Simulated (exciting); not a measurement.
# Pd (Im-3m) in exciting: reference runs

Aim: a first look at Pd with PBEsol, on the cell as given and on a disturbed one.

All numbers are computed with exciting (release sodium); they aren't measurements. Logs are shortened: lines on timing, memory, paths and dates and some standing lists are left out, and cuts for length are marked.

## Step 1: The crystal as given

It takes space group Im-3m (No. 229, cubic). Conventional cell: a = 3.145 Å, b = 3.145 Å, c = 3.145 Å, α = 90.00°, β = 90.00°, γ = 90.00°. Pd (site symmetry m-3m) has 8 Pd at 2.72 Å as nearest neighbours.

This isn't the form of Pd at room conditions, which is fcc.

## Step 2: Single point, PBEsol

Input file input.xml:

```xml
<input>
  <title>Pd</title>
  <structure speciespath="./" tshift="false">
    <crystal scale="1">
      <basevect>-2.971180480953 2.971180480953 2.971180480953</basevect>
      <basevect>2.971180480953 -2.971180480953 2.971180480953</basevect>
      <basevect>2.971180480953 2.971180480953 -2.971180480953</basevect>
    </crystal>
    <species speciesfile="Pd.xml" rmt="2.3">
      <atom coord="0.000000000000 0.000000000000 0.000000000000"/>
    </species>
  </structure>
  <groundstate do="fromscratch" ngridk="12 12 12" rgkmax="9" gmaxvr="14" lmaxapw="10" lmaxmat="10" lmaxvr="8" xctype="GGA_PBE_SOL" stype="Fermi Dirac" swidth="0.00183747" nempty="12" ValenceRelativity="iora*" epsengy="1e-05" epspot="1e-05" maxscl="60" tforce="true" outputlevel="normal"/>
</input>
```

Potentials or basis: all-electron LAPW+lo, shipped species files, valence relativity iora*.

Run with:

```bash
$ OMP_NUM_THREADS=1 exciting_smp
```

INFO.OUT:

```text
================================================================================
EXCITING SODIUM started
[... 10 lines left out ...]

 Lattice vectors (cartesian) :
     -2.9711804810      2.9711804810      2.9711804810
      2.9711804810     -2.9711804810      2.9711804810
      2.9711804810      2.9711804810     -2.9711804810

 Reciprocal lattice vectors (cartesian) :
     -0.0000000000      1.0573550391      1.0573550391
      1.0573550391     -0.0000000000      1.0573550391
      1.0573550391      1.0573550391     -0.0000000000

 Unit cell volume                           :     104.9172965254
 Brillouin zone volume                      :       2.3642451879

 Species :    1 (Pd)
     parameters loaded from                 :    Pd.xml
     name                                   :    palladium
     nuclear charge                         :     -46.00000000
     electronic charge                      :      46.00000000
     atomic mass                            :  193991.79260000
     muffin-tin radius                      :       2.30000000
     # of radial points in muffin-tin       :     350

     atomic positions (lattice) :
       1 :   0.00000000  0.00000000  0.00000000

 Total number of atoms per unit cell        :       1

 Spin treatment                             :    spin-unpolarised

 Number of Bravais lattice symmetries       :      48
 Number of crystal symmetries               :      48

 k-point grid                               :      12   12   12
 Total number of k-points                   :      72
 k-point set is reduced with crystal symmetries

 R^MT_min * |G+k|_max (rgkmax)              :       9.00000000
 Species with R^MT_min                      :       1 (Pd)
 Maximum |G+k| for APW functions            :       3.91304348
 Maximum |G| for potential and density      :      14.00000000

 G-vector grid sizes                        :      24    24    24
 Total number of G-vectors                  :    4897

 Maximum angular momentum used for
     APW functions                          :      10
     computing H and O matrix elements      :      10
     potential and density                  :       8
     inner part of muffin-tin               :       2

 Total nuclear charge                       :     -46.00000000
 Total electronic charge                    :      46.00000000
 Total core charge                          :      28.00000000
 Total valence charge                       :      18.00000000

 Number of empty states                     :      12
 Total number of valence states             :      22

 Maximum Hamiltonian size                   :     129
 Maximum number of plane-waves              :     116
 Total number of local-orbitals             :      13

 Exchange-correlation type                  :      22
     PBEsol, Phys. Rev. Lett. 100, 136406 (2008)
     Generalised gradient approximation (GGA)

[... 20 lines left out ...]
+ SCF iteration number :    1                                                  +
++++++++++++++++++++++++++++++++++++++++++++++++++++++++++++++++++++++++++++++++
 Total energy                               :     -5027.62059447
 _______________________________________________________________
 Fermi energy                               :         0.38690732
 Kinetic energy                             :      5277.23915517
 Coulomb energy                             :    -10163.66269588
 Exchange energy                            :      -138.41820348
 Correlation energy                         :        -2.77885028

 DOS at Fermi energy (states/Ha/cell)       :        28.65915791

 Electron charges :
     core                                   :        28.00000000
     core leakage                           :         0.00000008
     valence                                :        18.00000000
     interstitial                           :         2.11135747
     charge in muffin-tin spheres :
                  atom     1    Pd          :        43.88864253
     total charge in muffin-tins            :        43.88864253
     total charge                           :        46.00000000
[... 322 lines left out ...]
 Electron charges :
     core                                   :        28.00000000
     core leakage                           :         0.00000007
     valence                                :        18.00000000
     interstitial                           :         1.77362172
     charge in muffin-tin spheres :
                  atom     1    Pd          :        44.22637828
     total charge in muffin-tins            :        44.22637828
     total charge                           :        46.00000000

 RMS change in effective potential (target) :  0.313653E-09  ( 0.100000E-04)
 Absolute change in total energy   (target) :  0.105956E-08  ( 0.100000E-04)
 Charge distance                   (target) :  0.543666E-10  ( 0.100000E-04)
 Abs. change in max-nonIBS-force   (target) :   0.00000      ( 0.500000E-04)

++++++++++++++++++++++++++++++++++++++++++++++++++++++++++++++++++++++++++++++++
| Convergency criteria checked for the last 2 iterations                       +
| Convergence targets achieved. Performing final SCF iteration                 +
++++++++++++++++++++++++++++++++++++++++++++++++++++++++++++++++++++++++++++++++
 Total energy                               :     -5044.61204578
 _______________________________________________________________
 Fermi energy                               :         0.31577227
 Kinetic energy                             :      5267.27426277
 Coulomb energy                             :    -10170.18729848
 Exchange energy                            :      -138.91831845
 Correlation energy                         :        -2.78069163

 DOS at Fermi energy (states/Ha/cell)       :        33.90933536

 Electron charges :
     core                                   :        28.00000000
     core leakage                           :         0.00000007
     valence                                :        18.00000000
     interstitial                           :         1.77362172
     charge in muffin-tin spheres :
                  atom     1    Pd          :        44.22637828
     total charge in muffin-tins            :        44.22637828
     total charge                           :        46.00000000

++++++++++++++++++++++++++++++++++++++++++++++++++++++++++++++++++++++++++++++++
+ Self-consistent loop stopped                                                 +
++++++++++++++++++++++++++++++++++++++++++++++++++++++++++++++++++++++++++++++++
 STATE.OUT is written

--------------------------------------------------------------------------------
- Writing atomic positions and forces                                          -
--------------------------------------------------------------------------------

 Atomic positions (lattice) :
 atom     1  Pd  :     0.00000000    0.00000000    0.00000000

 Total atomic forces including IBS (cartesian) :
 atom     1  Pd  :     0.00000000    0.00000000    0.00000000

 Atomic force components including IBS (cartesian) :
 atom     1  Pd  :     0.00000000    0.00000000    0.00000000   HF force
                 :     0.00000000    0.00000000    0.00000000   core correction
                 :     0.00000000    0.00000000    0.00000000   IBS correction

********************************************************************************
[... 7 lines left out ...]
| EXCITING SODIUM stopped                                                      =
================================================================================
```

Run time: 21 s. Hardware: 1 thread of Arm Neoverse V2, shared host; peak memory 0.09 GiB.

Results:

| Quantity | Value |
| --- | --- |
| Free energy | -137270.8973 eV |
| Band gap on the k mesh | none (metal or under the smearing width) |
| All electrons inside the program's atomic spheres | Pd 44.23 (radii Pd 2.3 bohr) |

Levels at points of the mesh, in eV from the Fermi level:
```tsv
k point	band 6	band 7	band 8	band 9	band 10	band 11	band 12	band 13
(0.00, 0.00, 0.00)	-2.72	-2.72	-2.72	-0.85	-0.85	19.08	19.08	19.08
(0.50, 0.00, 0.00)	-3.84	-0.93	-0.64	0.58	1.43	7.50	14.90	17.22
(0.50, 0.50, 0.50)	-4.83	0.22	0.22	0.22	8.97	8.97	8.97	16.85
```

Caveat: the log's total energy holds no entropy term; the free energy is that total less TS from the occupations.

## Step 3: Single point, PBEsol (cell strained at random at fixed volume)

Input file input.xml:

```xml
<input>
  <title>Pd</title>
  <structure speciespath="./" tshift="false">
    <crystal scale="1">
      <basevect>-3.022006554801 2.927412534180 3.077328287099</basevect>
      <basevect>3.029166727087 -2.850727448043 3.007805262974</basevect>
      <basevect>2.981808300678 2.810531083646 -3.000645090688</basevect>
    </crystal>
    <species speciesfile="Pd.xml" rmt="2.3">
      <atom coord="0.012912000000 -0.001045000000 -0.012170000000"/>
    </species>
  </structure>
  <groundstate do="fromscratch" ngridk="12 12 12" rgkmax="9" gmaxvr="14" lmaxapw="10" lmaxmat="10" lmaxvr="8" xctype="GGA_PBE_SOL" stype="Fermi Dirac" swidth="0.00183747" nempty="12" ValenceRelativity="iora*" epsengy="1e-05" epspot="1e-05" maxscl="60" tforce="true" outputlevel="normal"/>
</input>
```

Potentials or basis: all-electron LAPW+lo, shipped species files, valence relativity iora*.

Run with:

```bash
$ OMP_NUM_THREADS=1 exciting_smp
```

INFO.OUT:

```text
================================================================================
EXCITING SODIUM started
[... 10 lines left out ...]

 Lattice vectors (cartesian) :
     -3.0220065548      2.9274125342      3.0773282871
      3.0291667271     -2.8507274480      3.0078052630
      2.9818083007      2.8105310836     -3.0006450907

 Reciprocal lattice vectors (cartesian) :
      0.0060181153      1.0814490808      1.0189112777
      1.0440136939     -0.0064698289      1.0313998990
      1.0526768425      1.1026008615     -0.0151336678

 Unit cell volume                           :     104.9173034764
 Brillouin zone volume                      :       2.3642450313

 Species :    1 (Pd)
     parameters loaded from                 :    Pd.xml
     name                                   :    palladium
     nuclear charge                         :     -46.00000000
     electronic charge                      :      46.00000000
     atomic mass                            :  193991.79260000
     muffin-tin radius                      :       2.30000000
     # of radial points in muffin-tin       :     350

     atomic positions (lattice) :
       1 :   0.01291200  0.99895500  0.98783000

 Total number of atoms per unit cell        :       1

 Spin treatment                             :    spin-unpolarised

 Number of Bravais lattice symmetries       :       2
 Number of crystal symmetries               :       1

 k-point grid                               :      12   12   12
 Total number of k-points                   :    1728
 k-point set is reduced with crystal symmetries

 R^MT_min * |G+k|_max (rgkmax)              :       9.00000000
 Species with R^MT_min                      :       1 (Pd)
 Maximum |G+k| for APW functions            :       3.91304348
 Maximum |G| for potential and density      :      14.00000000

 G-vector grid sizes                        :      24    24    24
 Total number of G-vectors                  :    4873

 Maximum angular momentum used for
     APW functions                          :      10
     computing H and O matrix elements      :      10
     potential and density                  :       8
     inner part of muffin-tin               :       2

 Total nuclear charge                       :     -46.00000000
 Total electronic charge                    :      46.00000000
 Total core charge                          :      28.00000000
 Total valence charge                       :      18.00000000

 Number of empty states                     :      12
 Total number of valence states             :      22

 Maximum Hamiltonian size                   :     125
 Maximum number of plane-waves              :     112
 Total number of local-orbitals             :      13

 Exchange-correlation type                  :      22
     PBEsol, Phys. Rev. Lett. 100, 136406 (2008)
     Generalised gradient approximation (GGA)

[... 20 lines left out ...]
+ SCF iteration number :    1                                                  +
++++++++++++++++++++++++++++++++++++++++++++++++++++++++++++++++++++++++++++++++
 Total energy                               :     -5027.63785743
 _______________________________________________________________
 Fermi energy                               :         0.38907854
 Kinetic energy                             :      5277.23373247
 Coulomb energy                             :    -10163.67343554
 Exchange energy                            :      -138.41927718
 Correlation energy                         :        -2.77887718

 DOS at Fermi energy (states/Ha/cell)       :        24.49148356

 Electron charges :
     core                                   :        28.00000000
     core leakage                           :         0.00000008
     valence                                :        18.00000000
     interstitial                           :         2.10938743
     charge in muffin-tin spheres :
                  atom     1    Pd          :        43.89061257
     total charge in muffin-tins            :        43.89061257
     total charge                           :        46.00000000

++++++++++++++++++++++++++++++++++++++++++++++++++++++++++++++++++++++++++++++++
+ SCF iteration number :    2                                                  +
++++++++++++++++++++++++++++++++++++++++++++++++++++++++++++++++++++++++++++++++
 Total energy                               :     -5040.93069204
 _______________________________________________________________
 Fermi energy                               :         0.34411345
 Kinetic energy                             :      5269.95412257
 Coulomb energy                             :    -10169.30109317
 Exchange energy                            :      -138.80345088
 Correlation energy                         :        -2.78027056
[... 298 lines left out ...]
++++++++++++++++++++++++++++++++++++++++++++++++++++++++++++++++++++++++++++++++
+ SCF iteration number :   13                                                  +
++++++++++++++++++++++++++++++++++++++++++++++++++++++++++++++++++++++++++++++++
 Total energy                               :     -5044.61203078
 _______________________________________________________________
 Fermi energy                               :         0.31569912
 Kinetic energy                             :      5267.27830696
 Coulomb energy                             :    -10170.19120407
 Exchange energy                            :      -138.91842748
 Correlation energy                         :        -2.78070619

 DOS at Fermi energy (states/Ha/cell)       :        33.45624762

 Electron charges :
     core                                   :        28.00000000
     core leakage                           :         0.00000007
     valence                                :        18.00000000
     interstitial                           :         1.77292773
     charge in muffin-tin spheres :
                  atom     1    Pd          :        44.22707227
     total charge in muffin-tins            :        44.22707227
     total charge                           :        46.00000000

 RMS change in effective potential (target) :  0.203645E-08  ( 0.100000E-04)
 Absolute change in total energy   (target) :  0.257612E-05  ( 0.100000E-04)
 Charge distance                   (target) :  0.443038E-08  ( 0.100000E-04)
 Abs. change in max-nonIBS-force   (target) :   0.00000      ( 0.500000E-04)

++++++++++++++++++++++++++++++++++++++++++++++++++++++++++++++++++++++++++++++++
| Convergency criteria checked for the last 2 iterations                       +
| Convergence targets achieved. Performing final SCF iteration                 +
++++++++++++++++++++++++++++++++++++++++++++++++++++++++++++++++++++++++++++++++
 Total energy                               :     -5044.61203114
 _______________________________________________________________
 Fermi energy                               :         0.31569912
 Kinetic energy                             :      5267.27830675
 Coulomb energy                             :    -10170.19120420
 Exchange energy                            :      -138.91842749
 Correlation energy                         :        -2.78070619

 DOS at Fermi energy (states/Ha/cell)       :        33.45624752

 Electron charges :
     core                                   :        28.00000000
     core leakage                           :         0.00000007
     valence                                :        18.00000000
     interstitial                           :         1.77292771
     charge in muffin-tin spheres :
                  atom     1    Pd          :        44.22707229
     total charge in muffin-tins            :        44.22707229
     total charge                           :        46.00000000

++++++++++++++++++++++++++++++++++++++++++++++++++++++++++++++++++++++++++++++++
+ Self-consistent loop stopped                                                 +
++++++++++++++++++++++++++++++++++++++++++++++++++++++++++++++++++++++++++++++++
 STATE.OUT is written

--------------------------------------------------------------------------------
- Writing atomic positions and forces                                          -
--------------------------------------------------------------------------------

 Atomic positions (lattice) :
 atom     1  Pd  :     0.01291200    0.99895500    0.98783000

 Total atomic forces including IBS (cartesian) :
 atom     1  Pd  :     0.00000000    0.00000000    0.00000000

 Atomic force components including IBS (cartesian) :
 atom     1  Pd  :     0.00000000    0.00000000    0.00000000   HF force
                 :     0.00000000    0.00000000    0.00000000   core correction
                 :     0.00000000    0.00000000    0.00000000   IBS correction

********************************************************************************
* Groundstate module stopped                                                   *
********************************************************************************

================================================================================
| EXCITING SODIUM stopped                                                      =
================================================================================
```

Run time: 5.6 min. Hardware: 1 thread of Arm Neoverse V2, shared host; peak memory 0.11 GiB.

What came out:

```
Free energy                                       : -137270.8967 eV
Band gap on the k mesh                            : none (metal or under the smearing width)
All electrons inside the program's atomic spheres : Pd 44.23 (radii Pd 2.3 bohr)
```

Levels at points of the mesh, in eV from the Fermi level:
| k point | band 5 | band 6 | band 7 | band 8 | band 9 | band 10 | band 11 | band 12 | band 13 | band 14 |
| --- | --- | --- | --- | --- | --- | --- | --- | --- | --- | --- |
| (0.00, 0.00, 0.00) | -6.81 | -3.02 | -2.63 | -2.51 | -1.09 | -0.65 | 18.58 | 18.84 | 19.83 | 27.49 |
| (0.50, 0.00, 0.00) | -4.94 | -3.99 | -0.89 | -0.41 | 0.50 | 1.34 | 7.34 | 14.92 | 17.16 | 24.16 |
| (0.00, 0.50, 0.00) | -4.93 | -3.59 | -1.21 | -0.74 | 0.52 | 1.19 | 7.11 | 15.31 | 18.22 | 24.66 |
| (0.50, 0.50, 0.00) | -4.94 | -4.04 | -0.81 | -0.43 | 0.55 | 1.50 | 7.61 | 14.64 | 16.83 | 23.79 |
| (0.00, 0.00, 0.50) | -4.93 | -3.97 | -0.89 | -0.50 | 0.62 | 1.70 | 7.93 | 14.47 | 16.61 | 23.62 |
| (0.50, 0.00, 0.50) | -4.92 | -3.56 | -1.23 | -0.76 | 0.52 | 1.22 | 7.18 | 15.37 | 18.11 | 24.74 |
| (0.00, 0.50, 0.50) | -4.93 | -3.85 | -1.04 | -0.54 | 0.64 | 1.71 | 7.94 | 14.59 | 16.77 | 23.80 |
| (0.50, 0.50, 0.50) | -4.85 | -4.82 | 0.09 | 0.18 | 0.38 | 8.27 | 8.63 | 10.09 | 16.31 | 16.83 |

Caveat: the log's total energy holds no entropy term; the free energy is that total less TS from the occupations.
